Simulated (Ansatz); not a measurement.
Ansatz input

```yaml
crystal:
  lattice:
    - [2.799417511, 0.0, 0.0]
    - [-1.3997087555, 2.4243666804, 0.0]
    - [0.0, 0.0, 2.7647864943]
  atoms:
    - { symbol: B, position: [1.0, 0.0, 0.0] }
    - { symbol: B, position: [0.3333333333, 0.6666666667, 0.5] }
    - { symbol: B, position: [0.6666666667, 0.3333333333, 0.5] }
hamiltonian:
  xc: rpbe
  pseudopotentials:
    kind: paw
    azcp:
      B: "pseudopotentials/B.paw.azcp"
basis:
  ecutwfc: 420
  fft_grid_basis: typed
kpoints:
  mp_grid: { grid: [14, 14, 12], shift: [0, 0, 0] }
magnetization:
  spin_polarized: false
scf:
  occupations: { method: fermi_dirac, width: 0.1 }
  lower_state_search: "off"
output:
  stress: true
```

and its output:

```
Engine: ansatz 0.2.0, x86_64-unknown-linux-gnu
Pseudopotentials: kind: paw
Pseudopotential: B, paw, valence charge 3, recommended cutoff 420 eV (normal) 
Functional definition: RPBE
  parameter kappa = 0.804
  parameter beta = 0.06672455060314922
  exchange = rpbe_x(kappa = kappa, mu = beta*pi^2/3)
  correlation = pbe_c(beta = beta)
Crystal: 3 atoms, lattice volume = 18.764 Å³
Basis set: ecut = 420 eV, 393 PW (Γ)
Bands: 9, of which v1, the nominal top of the filled ones, is band 5 counted from 1 (4 counted from 0)
Symmetry: 24 space group operations
Space group: P6/mmm (ITA 191), of the structure as read, at distance tolerance 2.7e-5 Å
k-points: 168 of 2352
Non-local potential: B, projectors of the file, l = 0: 2, l = 1: 2, l = 2: 1
PAW form: soft (Blöchl's): semilocal exchange-correlation on the pseudo side does not see the compensation charge
PAW frozen core: B, regenerated for the run's functional, and the local potential with it (the file was generated under x = pbe(κ = 0.804, μ = 0.2195149727645171), c = pbe(β = 0.06672455060314922))
PAW one-centre angular grid: B, 110 points (default); XC on 64 Gauss nodes
Initial density: superposition of atomic densities (neutral atoms: chi_scale 0, normalization atom), corrected by the library's trained network
Initial wavefunctions: pseudopotential atomic-orbital guess
Functional: x = rpbe, c = pbe(β = 0.06672455060314922)
SCF iter   1: F=—  HF=-467.878766 eV  |F-HF|=—  |Δ(HF+E_count)|=         —  Δρ=7.13e-3  dr2=3.24e-3  ethr=1.77e-3  ⟨swp⟩=4.6  Hψ=9307  notcnv=0
SCF iter   2: F=—  HF=-467.879681 eV  |F-HF|=—  |Δ(HF+E_count)|=   9.15e-4  Δρ=4.30e-3  dr2=1.25e-3  ethr=3.60e-5  ⟨swp⟩=1.0  Hψ=2864  notcnv=0
SCF iter   3: F=—  HF=-467.880149 eV  |F-HF|=—  |Δ(HF+E_count)|=   4.67e-4  Δρ=1.95e-4  dr2=4.18e-6  ethr=1.39e-5  ⟨swp⟩=1.0  Hψ=1491  notcnv=0
SCF iter   4: F=—  HF=-467.880149 eV  |F-HF|=—  |Δ(HF+E_count)|=   6.54e-7  Δρ=5.07e-5  dr2=1.63e-7  ethr=4.65e-8  ⟨swp⟩=2.5  Hψ=2220  notcnv=0
iter 5 did not close the SCF: its close was put off for the readings that it lacked (scf_convergence_deferred on its scf_iter line)
SCF iter   5: F=-467.880149 eV  HF=-467.880149 eV  |F-HF|=9.75e-10  |Δ(HF+E_count)|=   2.02e-7  Δρ=3.86e-6  dr2=2.50e-9  ethr=1.81e-9  ⟨swp⟩=2.1  Hψ=2234  notcnv=0
SCF iter   6: F=-467.880149 eV  HF=-467.880149 eV  |F-HF|=8.91e-11  |Δ(HF+E_count)|=  3.43e-10  Δρ=1.04e-6  dr2=1.83e-10  ethr=2.78e-11  ⟨swp⟩=1.1  Hψ=4429  notcnv=0
SCF 1 converged in 6 iterations: F = -467.880149 eV  dr2 = 1.83e-10
SCF converged after 6 iterations
Free energy (F): -467.880149 eV
Harris-Foulkes:  -467.880149 eV  (|F-HF|=8.91e-11)
Internal energy: -467.867829 eV  (E = F + TS)
E sigma→0 (E₀):  -467.873989 eV
Entropy (-TS):   -0.012320 eV (-4.107 meV/atom)
Fermi energy:    12.608973 eV
--- Per-component energies (eV) ---
  E_band       = 46.885061
  E_kinetic    = 147.915215
  E_local      = -25.579440  (includes V_loc(G=0)·N_el)
  E_nonlocal   = 34.852381
  E_hartree    = 6.402614
  E_xc         = -97.554280
  E_vxc        = -115.995656  (∫ρ·V_xc dr)
  E_paw        = -238.854662  (= ΣΔE_a)
  E_vpaw       = -7.112599  (= ΣTr[D̂ρ^β])
  E_aug_tail   = -0.000010  (compensation charges beyond the density's cutoff)
  E_ewald      = -295.017922
  E_core_change = -0.031725  (= ΣΔE_core)
  E_smearing   = -0.012320  (= −TS)
  E_closure    = 0.000000  (closes the sum)
  Σ components = -467.880149   (vs F -467.880149, Δ=0.00e0)
--- Stress (GPa, compression-positive) ---
       25.668233      -0.000000       0.000000
       -0.000000      25.668233       0.000000
        0.000000       0.000000      12.886264
  P = ⅓ Tr σ = 21.4076 GPa (214.076 kbar)
```

Launched by

```sh
ansatz run input.yaml --threads 2 --pin off --max-ram 5120MiB --backend cpu --events-out ev --progress --plain --runs-dir out
```

On 2 threads of Intel(R) Xeon(R) Platinum 8375C CPU @ 2.90GHz (Ice Lake) (shared host) this took about 0.83 s of wall time and 1.4 s of CPU time.
